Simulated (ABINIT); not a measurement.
# Bi2Se3 (Paraguanajuatite) (R-3m) in ABINIT: single point with PBEsol

Aim: the single point of Bi2Se3 (Paraguanajuatite) with PBEsol.

Program: ABINIT 10.8.3 (patched build). These are calculated values, not measurements. Logs are shortened: lines on timing, memory, paths and dates and some standing lists are left out, and cuts for length are marked. The log counts tension as positive stress, the text compression.

**1. Starting point**

It takes space group R-3m (No. 166, trigonal). Conventional cell: a = 4.143 Å, b = 4.143 Å, c = 28.636 Å, α = 90.00°, β = 90.00°, γ = 120.00°. Around Bi (site symmetry 3m) lie 6 Se at 2.85 to 3.07 Å. Se (site symmetry 3m) has 3 Bi at 2.85 Å as nearest neighbours. Se (site symmetry -3m) has 6 Bi at 3.07 Å as nearest neighbours.

**2. Single point, PBEsol**

run.abi

```
pp_dirpath "./"
pseudos "Bi.upf, Se.upf"

acell 3*1.0
rprim
     3.9145676672     2.2600766963    18.0380657682
    -3.9145676672     2.2600766963    18.0380657682
     0.0000000000    -4.5201533929    18.0380657682
ntypat 2
znucl 83 34
natom 5
typat 1 1 2 2 2
xred
     0.5992000000     0.5992000000     0.5992000000
     0.4008000000     0.4008000000     0.4008000000
     0.7883000000     0.7883000000     0.7883000000
     0.2117000000     0.2117000000     0.2117000000
     0.0000000000     0.0000000000     0.0000000000

ecut 1170.089609 eV

kptopt 1
ngkpt 6 6 6
nshiftk 1
shiftk 0.0 0.0 0.0

ixc -116133

nband 47
occopt 3
tsmear 0.05 eV

nstep 100
tolvrs 1.0e-10

iomode 3
prtwf 0
prtden 0
prteig 0
prtebands 0
prtvol 2
```

Potentials or basis: PseudoDojo NC SR PBEsol v0.4.1 standard.

Run with:

```sh
> mpirun --bind-to none -np 4 abinit run.abi > log 2>&1
```

run.abo:

```text
.Version 10.8.3 of ABINIT
 Symmetries : space group R-3 m (#166); Bravais hR (rhombohedral)
================================================================================
 Values of the parameters that define the memory need of the present run
     intxc =       0    ionmov =       0      iscf =       7    lmnmax =       6
     lnmax =       6     mgfft =     120  mpssoang =       3    mqgrid =    3001
     natom =       5  nloc_mem =       1    nspden =       1   nspinor =       1
    nsppol =       1      nsym =      12    n1xccc =    2501    ntypat =       2
    occopt =       3   xclevel =       2
       mpw =       12956          nfft =     1728000          nkpt =          32
================================================================================
================================================================================

--------------------------------------------------------------------------------
------------- Echo of variables that govern the present computation ------------
--------------------------------------------------------------------------------
 -outvars: echo values of preprocessed input variables --------
            acell      1.0000000000E+00  1.0000000000E+00  1.0000000000E+00 Bohr
              amu      2.08980370E+02  7.89600000E+01
             ecut      4.30000000E+01 Hartree
              ixc     -116133
         kptrlatt        6    0    0      0    6    0      0    0    6
          kptrlen      4.69748120E+01
            natom           5
            nband          47
            ngfft         120     120     120
             nkpt          32
            nstep         100
             nsym          12
           ntypat           2
           occopt           3
           prtden           0
        prtebands           0
           prteig           0
           prtvol           2
            prtwf           0
            rprim      3.9145676672E+00  2.2600766963E+00  1.8038065768E+01
                      -3.9145676672E+00  2.2600766963E+00  1.8038065768E+01
                       0.0000000000E+00 -4.5201533929E+00  1.8038065768E+01
          spgroup         166
           tolvrs      1.00000000E-10
           tsmear      1.83746611E-03 Hartree
            typat      1  1  2  2  2
           xangst     -4.2573410340E-17 -9.5124967420E-11  1.7158691188E+01
                       5.5121385099E-17 -6.3628249981E-11  1.1477308792E+01
                      -1.0988185640E-16 -1.2514513823E-10  2.2573758785E+01
                      -9.0303392863E-20 -3.3608050982E-11  6.0622411959E+00
                       0.0000000000E+00  0.0000000000E+00  0.0000000000E+00
            xcart     -8.0452085788E-17 -1.7976013616E-10  3.2425227025E+01
                       1.0416432152E-16 -1.2023996633E-10  2.1688970280E+01
                      -2.0764661481E-16 -2.3649003724E-10  4.2658221735E+01
                      -1.7064868075E-19 -6.3510011982E-11  1.1455975569E+01
                       0.0000000000E+00  0.0000000000E+00  0.0000000000E+00
             xred      5.9920000000E-01  5.9920000000E-01  5.9920000000E-01
                       4.0080000000E-01  4.0080000000E-01  4.0080000000E-01
                       7.8830000000E-01  7.8830000000E-01  7.8830000000E-01
                       2.1170000000E-01  2.1170000000E-01  2.1170000000E-01
                       0.0000000000E+00  0.0000000000E+00  0.0000000000E+00
            znucl       83.00000   34.00000

================================================================================

 chkinp: Checking input parameters for consistency.

================================================================================
== DATASET  1 ==================================================================

--- !DatasetInfo
iteration_state: {dtset: 1, }
dimensions: {natom: 5, nkpt: 32, mband: 47, nsppol: 1, nspinor: 1, nspden: 1, mpw: 12956, }
cutoff_energies: {ecut:  43.0, pawecutdg:  -1.0, }
electrons: {nelect:   7.80000000E+01, charge:   0.00000000E+00, occopt:   3.00000000E+00, tsmear:   1.83746611E-03, }
meta: {optdriver: 0, ionmov: 0, optcell: 0, iscf: 7, paral_kgb: 0, }
...

 Real(R)+Recip(G) space primitive vectors, cartesian coordinates (Bohr,Bohr^-1):
 R(1)=  3.9145677  2.2600767 18.0380658  G(1)=  0.1277280  0.0737438  0.0184794
 R(2)= -3.9145677  2.2600767 18.0380658  G(2)= -0.1277280  0.0737438  0.0184794
 R(3)=  0.0000000 -4.5201534 18.0380658  G(3)=  0.0000000 -0.1474876  0.0184794
 Unit cell volume ucvol=  9.5752076E+02 bohr^3
 Angles (23,13,12)=  2.43042731E+01  2.43042731E+01  2.43042731E+01 degrees

 getcut: wavevector=  0.0000  0.0000  0.0000  ngfft= 120 120 120
         ecut(hartree)=     43.000   => boxcut(ratio)=   2.18633

--- Pseudopotential description ------------------------------------------------
- pspini: atom type   1  psp file is ./Bi.upf
12 -116133 2 -1 1472                          pspcod,pspxc,lmax,lloc,mmax
     nproj     2     2     2
[... 301 lines left out ...]
  1.54E-19 1.24E-19 1.26E-19 2.61E-19 2.42E-19 1.07E-19 8.16E-20 8.57E-20
  6.71E-20 4.91E-18 1.77E-18 5.85E-18 2.47E-18 2.80E-18 4.63E-18 5.67E-18
  4.48E-18 3.10E-18 5.28E-18 5.18E-18 3.38E-18 5.46E-18 4.95E-18 3.84E-18
  3.26E-18 3.73E-18 3.40E-18 3.52E-18 6.70E-18 1.69E-10 1.71E-08
   0.5000  0.5000  0.5000    1  2.57739E-08 kpt; spin; max resid(k); each band:
  8.90E-21 8.90E-21 6.96E-21 6.57E-21 3.49E-19 3.49E-19 3.68E-19 3.69E-19
  5.15E-19 3.68E-19 1.04E-20 3.04E-21 3.94E-21 4.39E-21 6.72E-21 1.16E-19
  1.16E-19 1.39E-19 9.28E-20 3.37E-19 1.03E-19 1.84E-19 2.46E-19 8.94E-20
  8.94E-20 4.77E-18 1.83E-18 6.06E-18 2.74E-18 2.41E-18 4.20E-18 4.45E-18
  4.45E-18 1.81E-18 2.03E-18 5.15E-18 5.40E-18 5.40E-18 3.87E-18 3.21E-18
  3.23E-18 3.33E-18 2.62E-18 1.99E-18 2.03E-18 1.25E-11 2.58E-08
 reduced coordinates (array xred) for    5 atoms
       0.599200000000      0.599200000000      0.599200000000
       0.400800000000      0.400800000000      0.400800000000
       0.788300000000      0.788300000000      0.788300000000
       0.211700000000      0.211700000000      0.211700000000
       0.000000000000      0.000000000000      0.000000000000
 rms dE/dt=  4.9603E-02; max dE/dt=  6.9284E-02; dE/dt below (all hartree)
    1      -0.069283537881     -0.069283537881     -0.069283537881
    2       0.069283537881      0.069283537881      0.069283537881
    3      -0.036755816270     -0.036755816270     -0.036755816270
    4       0.036755816270      0.036755816270      0.036755816270
    5       0.000000000000      0.000000000000      0.000000000000

 cartesian coordinates (angstrom) at end:
    1     -0.00000000000000    -0.00000000009512    17.15869118830114
    2      0.00000000000000    -0.00000000006363    11.47730879217473
    3     -0.00000000000000    -0.00000000012515    22.57375878460913
    4     -0.00000000000000    -0.00000000003361     6.06224119586674
    5      0.00000000000000     0.00000000000000     0.00000000000000

 cartesian forces (hartree/bohr) at end:
    1      0.00000000000000    -0.00000000000000     0.00384096270470
    2     -0.00000000000000     0.00000000000000    -0.00384096270470
    3     -0.00000000000000     0.00000000000000     0.00203768057741
    4     -0.00000000000000    -0.00000000000000    -0.00203768057741
    5     -0.00000000000000    -0.00000000000000     0.00000000000000
 frms,max,avg= 1.5876665E-03 3.8409627E-03   0.000E+00  0.000E+00  0.000E+00 h/b

 cartesian forces (eV/Angstrom) at end:
    1      0.00000000000000    -0.00000000000000     0.19751024350918
    2     -0.00000000000000     0.00000000000000    -0.19751024350918
    3     -0.00000000000000     0.00000000000000     0.10478174821799
    4     -0.00000000000000    -0.00000000000000    -0.10478174821799
    5     -0.00000000000000    -0.00000000000000     0.00000000000000
 frms,max,avg= 8.1641093E-02 1.9751024E-01   0.000E+00  0.000E+00  0.000E+00 e/A
 length scales=  1.000000000000  1.000000000000  1.000000000000 bohr
              =  0.529177210544  0.529177210544  0.529177210544 angstroms
 Fermi (or HOMO) energy (hartree) =   0.16306   Average Vxc (hartree)=  -0.37563
 Eigenvalues (hartree) for nkpt=  32  k points:
 kpt#   1, nband= 47, wtk=  0.00463, kpt=  0.0000  0.0000  0.0000 (reduced coord)
  -1.58430   -1.58430   -1.58429   -1.58429   -1.58395   -1.58395   -1.58392   -1.58392
  -1.58379   -1.58379   -1.57928   -1.57882   -1.57882   -1.57726   -1.57726   -0.68526
  -0.68526   -0.68520   -0.68520   -0.68470   -0.68461   -0.68435   -0.68435   -0.68425
  -0.68425   -0.37107   -0.34439   -0.31179   -0.19042   -0.16246    0.07889    0.08246
   0.09202    0.09202    0.09202    0.09202    0.11641    0.11641    0.16044    0.16562
   0.21039    0.21039    0.23729    0.25952    0.25952    0.37266    0.41524
      occupation numbers for kpt#   1
   2.00000    2.00000    2.00000    2.00000    2.00000    2.00000    2.00000    2.00000
   2.00000    2.00000    2.00000    2.00000    2.00000    2.00000    2.00000    2.00000
   2.00000    2.00000    2.00000    2.00000    2.00000    2.00000    2.00000    2.00000
   2.00000    2.00000    2.00000    2.00000    2.00000    2.00000    2.00000    2.00000
   2.00000    2.00000    2.00000    2.00000    2.00000    2.00000    1.61397    0.39817
   0.00000    0.00000    0.00000    0.00000    0.00000    0.00000    0.00000
 kpt#   2, nband= 47, wtk=  0.02778, kpt=  0.1667  0.0000  0.0000 (reduced coord)
  -1.58430   -1.58430   -1.58429   -1.58429   -1.58395   -1.58395   -1.58393   -1.58392
  -1.58379   -1.58379   -1.57928   -1.57882   -1.57882   -1.57726   -1.57726   -0.68541
[... 416 lines left out ...]
   0.00000    0.00000    0.00000    0.00000    0.00000    0.00000    0.00000
 kpt#  32, nband= 47, wtk=  0.00463, kpt=  0.5000  0.5000  0.5000 (reduced coord)
  -1.58430   -1.58430   -1.58429   -1.58429   -1.58395   -1.58395   -1.58392   -1.58392
  -1.58379   -1.58379   -1.57928   -1.57882   -1.57882   -1.57726   -1.57726   -0.68526
  -0.68526   -0.68520   -0.68520   -0.68469   -0.68462   -0.68435   -0.68435   -0.68425
  -0.68425   -0.36512   -0.35671   -0.30106   -0.20673   -0.14863    0.06142    0.08775
   0.08775    0.10084    0.10084    0.10228    0.11017    0.11017    0.14303    0.18215
   0.22194    0.22194    0.23457    0.24680    0.24680    0.37077    0.40403
      occupation numbers for kpt#  32
   2.00000    2.00000    2.00000    2.00000    2.00000    2.00000    2.00000    2.00000
   2.00000    2.00000    2.00000    2.00000    2.00000    2.00000    2.00000    2.00000
   2.00000    2.00000    2.00000    2.00000    2.00000    2.00000    2.00000    2.00000
   2.00000    2.00000    2.00000    2.00000    2.00000    2.00000    2.00000    2.00000
   2.00000    2.00000    2.00000    2.00000    2.00000    2.00000    1.99996    0.00006
   0.00000    0.00000    0.00000    0.00000    0.00000    0.00000    0.00000
 Total charge density [el/Bohr^3]
)     Maximum=    2.4434E+00  at reduced coord.    0.7083    0.8250    0.8500
)Next maximum=    2.4434E+00  at reduced coord.    0.8250    0.7083    0.8500
)     Minimum=    4.3795E-04  at reduced coord.    0.0000    0.0000    0.0000
)Next minimum=    9.5881E-04  at reduced coord.    0.4000    0.4000    0.4000
   Integrated=    7.8000E+01

--- !EnergyTerms
iteration_state     : {dtset: 1, }
comment             : Components of total free energy in Hartree
kinetic             :  3.13351970396122E+02
hartree             :  1.42818210430614E+02
xc                  : -1.14832404968606E+02
Ewald energy        : -2.96727866302704E+02
psp_core            :  1.41201304564662E+01
local_psp           : -3.97850182308253E+02
non_local_psp       : -1.88132879267524E+02
internal            : -5.27253021563885E+02
'-kT*entropy'       : -2.04094659493001E-05
total_energy        : -5.27253041973351E+02
total_energy_eV     : -1.43472861745053E+04
band_energy         : -6.27362878087006E+01
...

 Cartesian components of stress tensor (hartree/bohr^3)
  sigma(1 1)=  8.59419921E-06  sigma(3 2)=  8.17973737E-14
  sigma(2 2)=  8.59419945E-06  sigma(3 1)=  0.00000000E+00
  sigma(3 3)=  9.46236341E-06  sigma(2 1)=  0.00000000E+00

-Cartesian components of stress tensor (GPa)         [Pressure= -2.6136E-01 GPa]
- sigma(1 1)=  2.52850070E-01  sigma(3 2)=  2.40656182E-09
- sigma(2 2)=  2.52850078E-01  sigma(3 1)=  0.00000000E+00
- sigma(3 3)=  2.78392343E-01  sigma(2 1)=  0.00000000E+00

== END DATASET(S) ==============================================================
================================================================================

 -outvars: echo values of variables after computation  --------
            acell      1.0000000000E+00  1.0000000000E+00  1.0000000000E+00 Bohr
           etotal     -5.2725304197E+02
            fcart      1.3263702279E-18 -1.6752546723E-18  3.8409627047E-03
                      -2.8553614232E-19  1.8625017248E-18 -3.8409627047E-03
                      -5.4016379722E-19  8.0289247882E-20  2.0376805774E-03
                      -1.5372559317E-19 -2.0512061624E-19 -2.0376805774E-03
                      -3.4694469520E-19 -6.2415684179E-20  8.6736173799E-20
            rprim      3.9145676672E+00  2.2600766963E+00  1.8038065768E+01
                      -3.9145676672E+00  2.2600766963E+00  1.8038065768E+01
                       0.0000000000E+00 -4.5201533929E+00  1.8038065768E+01
           strten      8.5941992077E-06  8.5941994548E-06  9.4623634059E-06
                       8.1797373713E-14  0.0000000000E+00  0.0000000000E+00
           xangst     -4.2573410340E-17 -9.5124967420E-11  1.7158691188E+01
                       5.5121385099E-17 -6.3628249981E-11  1.1477308792E+01
                      -1.0988185640E-16 -1.2514513823E-10  2.2573758785E+01
                      -9.0303392863E-20 -3.3608050982E-11  6.0622411959E+00
                       0.0000000000E+00  0.0000000000E+00  0.0000000000E+00
             xred      5.9920000000E-01  5.9920000000E-01  5.9920000000E-01
                       4.0080000000E-01  4.0080000000E-01  4.0080000000E-01
                       7.8830000000E-01  7.8830000000E-01  7.8830000000E-01
                       2.1170000000E-01  2.1170000000E-01  2.1170000000E-01
                       0.0000000000E+00  0.0000000000E+00  0.0000000000E+00
 Calculation completed.
```

Run time: 15 min. Hardware: 4 MPI ranks of Intel Xeon 6975P-C (Granite Rapids), shared host; peak memory 2.8 GiB.

Results:

| Property | Result |
| --- | --- |
| Free energy | -14347.2862 eV |
| Pressure | -0.3 GPa |
| Largest force | 0.198 eV/Å |
| Band gap on the k mesh | 0.14 eV, direct |
| Valence electrons inside the program's atomic spheres | Bi 10.70; Se 13.19, 13.21 |

Forces on the atoms (eV/Å):
```
Bi   0.000  0.000  0.198
Bi   0.000  0.000 -0.198
Se   0.000  0.000  0.105
Se   0.000  0.000 -0.105
Se   0.000  0.000  0.000
```

Levels at points of the mesh, in eV from the valence-band top:
```
           k point  band 36  band 37  band 38  band 39  band 40  band 41  band 42  band 43
(0.00, 0.00, 0.00)    -1.86    -1.20    -1.20     0.00     0.14     1.36     1.36     2.09
(0.50, 0.00, 0.00)    -3.02    -2.17    -1.22    -0.56     0.78     1.89     2.92     3.12
(0.50, 0.50, 0.00)    -1.91    -1.90    -1.63    -1.01     1.29     1.91     2.57     2.96
(0.50, 0.50, 0.50)    -1.58    -1.37    -1.37    -0.47     0.59     1.67     1.67     2.02
```

Caveat: spin-orbit coupling is left out, which as a rule narrows the gap of such compounds by several tenths of an eV. A k mesh can miss the band edges.
